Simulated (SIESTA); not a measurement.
## TePb under changes of volume

One of the cells (34.404 Å³/atom); the others are scaled copies at fixed shape and fractional positions:

```
Pb Te
1.0
     0.00000    3.25240    3.25240
     3.25240    0.00000    3.25240
     3.25240    3.25240    0.00000
Pb Te
1 1
Direct
  0.00000 0.00000 0.00000
  0.50000 0.50000 0.50000
```

- Program: SIESTA 5.4.2
- Functional: PBE
- Potentials or basis: PseudoDojo 0.4 standard (PBE files)
- Basis: DZP (energy shift 0.002 Ry)
- Grid cutoff: 500 Ry
- Energy shift: 0.002 Ry
- k mesh: 7 × 7 × 7
- Occupations: fermi-dirac, width 0.05 eV
- Spin: no spin polarisation

```tsv
volume (Å³/atom)	energy over the lowest point (meV/atom)	pressure (GPa)
31.706	78.47	6.6
32.380	53.61	5.3
33.055	?	?
34.404	9.89	2.0
35.079	3.15	1.2
35.753	0.00	0.4
```

Problem. What does the run at 33.055 Å³/atom give?

Solution. Energy over the lowest point 33.96 meV/atom; pressure 4.1 GPa.

Worked out: A Birch-Murnaghan fit of order 3 (a polynomial in V^(-2/3)) to the other rows has its minimum at 36.24 Å³/atom, just outside them, with B0 = V·E''(V) = 32 GPa and B' = 6.8. It gives 34.37 meV/atom at 33.055 Å³/atom, against the run's 33.96, and -dE/dV = 4.0 GPa, against 4.1.

Energies are extrapolated to zero smearing.

Caveats: semicore shells carry a single zeta, which can move pressures by several GPa and volumes by a few percent; the basis of atomic orbitals isn't converged, which shifts pressures, moduli and gaps.
